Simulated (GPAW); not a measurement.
Consider Na (C2/m).

```xyz
3
Lattice="3.1967 -1.8566 0.0000 3.1967 1.8566 0.0000 -2.1745 0.0000 9.3649" Properties=species:S:1:pos:R:3 pbc="T T T"
Na    4.2465    0.0000    3.1215
Na   -0.0277    0.0000    6.2433
Na    0.0000    0.0000    0.0000
```

Absorber: atom 1, with 4 Na at 3.70 Å, 2 Na at 3.71 Å, 3 Na at 3.77 Å and 3 Na at 3.79 Å (anticuboctahedral, as in hcp, site symmetry m). Method: GPAW, LDA, excited-electron core hole (neutral cell), 12-atom cell with 7.4 Å between holes, 5×5×4 k points, dipole transitions, Gaussian full width 0.9 eV up to 4 eV, rising linearly to 3.5 eV at 25 eV.

This is not the structure that Na takes at ambient pressure and room temperature (bcc); it is a model or a phase of other conditions.

**Question.** What does the Na K edge look like?

Main maxima up to 24 eV above the zero (height): 0.8 eV (1.13), 2.1 eV (1.25), 5.6 eV (1.22), 7.3 eV (1.35) and 11.7 eV (1.26). A K edge sees empty p states on the absorber. The total-energy difference is 1075.78 eV. One term is added: -11.92 eV, since the hole is spin-paired here and a spin-polarised one costs that much less in the free atom (computed apart). The photon energy is then 1063.86 eV. The tabulated edge of the element is 1070.8 eV. The functional leaves an error in such absolute values: in the free atom LDA prices this hole 5.9 eV below PBE (computed apart), and PBE is itself good to a few eV.

The Na K spectrum (energy from the lowest empty level; intensity scaled to a mean of 1 over the first 20 eV; polarised curves are means over the symmetry-equivalent atoms):

```csv
E (eV),isotropic,ε ∥ x,ε ∥ y,ε ∥ z
-2.0,0.00,0.00,0.00,0.00
-1.0,0.00,0.00,0.00,0.00
0.0,0.46,0.46,0.43,0.50
1.0,1.11,1.15,1.13,1.04
2.0,1.25,1.33,1.32,1.11
3.0,0.97,0.94,0.95,1.03
4.0,1.06,1.02,1.01,1.14
5.0,1.13,1.12,1.13,1.15
6.0,1.20,1.22,1.22,1.17
7.0,1.32,1.35,1.37,1.25
8.0,1.21,1.17,1.16,1.29
9.0,1.14,1.08,1.09,1.26
10.0,1.17,1.18,1.18,1.14
11.0,1.21,1.21,1.22,1.19
12.0,1.25,1.27,1.27,1.22
13.0,1.11,1.13,1.12,1.09
14.0,0.99,1.02,1.01,0.94
15.0,0.88,0.92,0.91,0.80
16.0,0.75,0.78,0.76,0.70
17.0,0.63,0.65,0.64,0.61
18.0,0.54,0.54,0.53,0.55
19.0,0.48,0.46,0.46,0.52
20.0,0.48,0.46,0.47,0.52
21.0,0.55,0.53,0.55,0.58
22.0,0.67,0.65,0.67,0.68
23.0,0.76,0.75,0.77,0.78
24.0,0.81,0.80,0.81,0.81
25.0,0.80,0.79,0.79,0.81
26.0,0.77,0.76,0.75,0.79
27.0,0.73,0.71,0.70,0.77
28.0,0.68,0.66,0.65,0.73
29.0,0.64,0.62,0.63,0.66
30.0,0.60,0.61,0.61,0.60
31.0,0.59,0.59,0.60,0.57
32.0,0.58,0.58,0.59,0.56
```

The crystal has 2 inequivalent Na sites and not all are shown here, while a measurement adds them all. The structure is a computed Materials Project entry and may be a hypothetical form.

[Banner, clock and machine lines of the logs are left out without a mark of their own.]

[Logs are printed without paths, hosts, clocks, repeated set-up lines and the standing remarks that a program may print on its own settings, such as how far it seeks lower states.]

[Hosts, paths, dates, database ids (printed as entryN), source tags and the programs' standing remarks are cut or masked in the printed files.]

[Lists of maxima count a maximum above −3 eV only where it reaches 4 % of the highest in the window and stands out from its surroundings by 2 % of it (1.5 % where it reaches 55 %); shoulders and weaker maxima are passed over, and of the rest the first, up to two pre-edge ones and the few strongest are named.]
